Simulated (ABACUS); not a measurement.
Te2Mo:

```xyz
6
Lattice="3.5182 0.0000 0.0000 -1.7591 3.0469 0.0000 0.0000 0.0000 13.9736" Properties=species:S:1:pos:R:3 pbc="T T T"
Te    1.7591    1.0156    5.2960
Te    0.0000    2.0312   12.2828
Te    1.7591    1.0156    1.6908
Te    0.0000    2.0312    8.6776
Mo    1.7591    1.0156   10.4802
Mo    0.0000    2.0312    3.4934
```

* Program: ABACUS 3.10.1
* Task: single point
* Functional: PBE
* Potentials or basis: PseudoDojo NC SR 0.4.1 PBE standard
* Cutoff: 1129 eV
* Density cutoff: 4517 eV
* Basis: plane waves
* k mesh: 9 × 9 × 2
* Occupations: fermi-dirac, width 0.05 eV
* Spin: no spin polarisation

On this cell: pressure 3.4 GPa; largest force 0.251 eV/Å; band gap on the k mesh 0.77 eV, indirect (least direct gap 1.04 eV).

The same run follows on a disturbed copy (atoms moved at random, drawn with an rms of 0.05 Å):

```
Te Mo
1.0
     3.51820    0.00000    0.00000
    -1.75910    3.04685    0.00000
     0.00000    0.00000   13.97360
Te Mo
4 2
Direct
  0.68221 0.35004 0.37941
  0.33262 0.66864 0.88013
  0.67577 0.34141 0.12384
  0.34483 0.67496 0.62304
  0.65283 0.31865 0.74889
  0.31947 0.65670 0.25247
```

Q: What does the disturbed cell give?

A: The energy moves by +21.5 meV/atom; pressure 4.4 GPa; largest force 1.347 eV/Å; band gap on the k mesh 0.73 eV, indirect (least direct gap 1.02 eV).

Forces in eV/Å, atoms in the order of the input:
```
Te  -0.463 -0.599  0.718
Te  -0.123 -0.348 -0.030
Te  -0.370 -0.411 -0.406
Te  -0.343 -0.552 -0.838
Mo   0.467  0.908  0.879
Mo   0.833  1.002 -0.323
```

Stress tensor (GPa, compression positive):
```
3.88 0.15 0.21
0.15 3.70 0.01
0.21 0.01 5.53
```

Caveats: spin-orbit coupling is left out, which moves the levels of the heavy elements; an odd mesh through Γ misses points on the zone boundary, where band edges often lie; this functional lacks dispersion, which binds the layers, so the pressure and a relaxed spacing across them are unreliable (some runs).
